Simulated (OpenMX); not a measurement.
Runs of OpenMX 3.8.5 on Pt. It takes space group Fm-3m (No. 225, cubic). The conventional cell has a = 3.922 Å, b = 3.922 Å, c = 3.922 Å, α = 90.00°, β = 90.00°, γ = 90.00°. Around Pt (site symmetry m-3m) lie 12 Pt at 2.77 Å. 

```tsv
task	level	potentials or basis	spin	k mesh	SCF threshold	max SCF cycles	grid points, held for all volumes	pressure (GPa)
band structure	PBE	OpenMX 2013 PBE set, Pt7.0-s3p2d2f1, grid cutoff 400 Ry	off	9 × 9 × 9	1e-08 Ha	100	-	(a)
band structure	PBE	OpenMX 2013 PBE set, Pt7.0-s3p2d2f1, grid cutoff 400 Ry	off	13 × 13 × 13	1e-08 Ha	100	-	(b)
band structure	PBE	OpenMX 2013 PBE set, Pt7.0-s3p2d2, grid cutoff 400 Ry	off	13 × 13 × 13	1e-08 Ha	100	-	18.3
band structure	LDA	OpenMX 2013 LDA set, Pt7.0-s3p2d2f1, grid cutoff 400 Ry	off	9 × 9 × 9	1e-08 Ha	100	-	-3.9
band structure	LDA	OpenMX 2013 LDA set, Pt7.0-s3p2d2f1, grid cutoff 400 Ry	off	13 × 13 × 13	1e-08 Ha	100	-	-3.6
```

Alike in all rows: cell as given; smearing fermi-dirac 0.05 eV.

Q: Estimate the missing entries.

A: (a) 12.4; (b) 12.8.

Caveats: the basis of atomic orbitals isn't converged, which shifts pressures, moduli and gaps; so large a pressure means that the cell lies far from this level's equilibrium, or that cutoff or potentials fall short (some runs).
